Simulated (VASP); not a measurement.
A run of VASP 6.6.1 is set up as follows.

Contents of POSCAR:

```
Ge
1.0
    3.9975966128      0.0000000000      0.0000000000
   -1.9987983064      3.4620202208      0.0000000000
    0.0000000000      0.0000000000      6.5942120448
Ge
4
Direct
    0.3333333333      0.6666666667     -0.0001498043
    0.6666666667      0.3333333333      0.4998501957
    0.3333333333      0.6666666667      0.3741498043
    0.6666666667      0.3333333333      0.8741498043
```

The input INCAR.step1:

```
PREC = Accurate
ENCUT = 520
ISMEAR = 0
SIGMA = 0.1
LREAL = F
LASPH = T
NELM = 100
NBANDS = 36
GGA = PE
ALGO = Normal
EDIFF = 1E-4
LWAVE = T
LCHARG = F
```

File INCAR.step2:

```
PREC = Accurate
ENCUT = 520
EDIFF = 1E-7
ISMEAR = 0
SIGMA = 0.1
LREAL = F
LASPH = T
NELM = 100
ALGO = Normal
ISIF = 2
LWAVE = F
LCHARG = F
METAGGA = R2SCAN
LMIXTAU = T
NBANDS = 36
ISTART = 1
```

KPOINTS

```
regular mesh
0
Gamma
  12 12 6
```

Potentials or basis: VASP PAW PBE potentials, release 64 (Ge_d).

Run with:

```bash
$ cat potpaw_PBE.64/Ge_d/POTCAR > POTCAR
$ cp INCAR.step1 INCAR
$ mpirun -np 1 vasp_std > vasp.out
$ cp INCAR.step2 INCAR
$ mpirun -np 1 vasp_std > vasp.out
```

Q: Predict the band gap on the k mesh.

A: 0.06 eV, direct.

Q: Estimate the largest force.

A: 0.003 eV/Å.

Q: Predict the pressure.

A: 0.1 GPa.

Forces on the atoms (eV/Å):
```
Ge   0.000  0.000  0.003
Ge   0.000  0.000  0.003
Ge   0.000  0.000 -0.003
Ge   0.000  0.000 -0.003
```

Caveat: the PAW data sets were made with another functional, which shifts forces and pressure a little. r2SCAN opens gaps a little over a GGA but as a rule still falls short of measured ones.
